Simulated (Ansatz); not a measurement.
Ge: what symmetry allows forces and stress to be

```
Ge
1.0
     0.05697    2.72309    2.72309
     2.65078   -0.04045    2.82051
     2.65078    2.82051   -0.04045
Ge
2
Direct
  0.51475 0.51558 0.51558
  0.73525 0.73442 0.73442
```

Method: Ansatz 0.2.0, DFT PBEsol, scalar-relativistic, plane waves, PAW.

Plane waves to 420 eV, a k mesh through Γ of 12×12×12 on the computed 2-atom cell and Gaussian smearing (0.10 eV); no spin polarisation.

This distorted cell has space group C2/m, with 4 operations.

Without a calculation: in which directions can each atom feel a force?

A force must be left unchanged by every operation that keeps its atom in place, so it lies in the space that those operations leave fixed. Atoms that the group maps onto each other feel forces of one size.
| atom | site symmetry | operations at the site | equivalent to atom | allowed force (Cartesian) |
| --- | --- | --- | --- | --- |
| Ge1 | m | 2 | 1 | in the plane normal to (0.00, 0.71, -0.71) |
| Ge2 | m | 2 | 1 | in the plane normal to (0.00, 0.71, -0.71) |

That leaves 2 independent force components of 6. A relaxation in this cell that keeps the symmetry moves the atoms in these directions alone.

And the stress tensor?

It must be invariant under the point group, which leaves 4 independent components: yy = zz, xz = xy.

Do the computed values obey this?

Yes. Forces (eV/Å):
```
Ge1 -3.845 -3.428 -3.428
Ge2  3.845  3.428  3.428
```

Stress (GPa, compression positive, xx yy zz yz xz xy): 17.12 14.29 14.29 17.19 10.98 10.98. The program imposes the same operations on density, forces and stress, so this confirms the analysis and is no independent test of the calculation.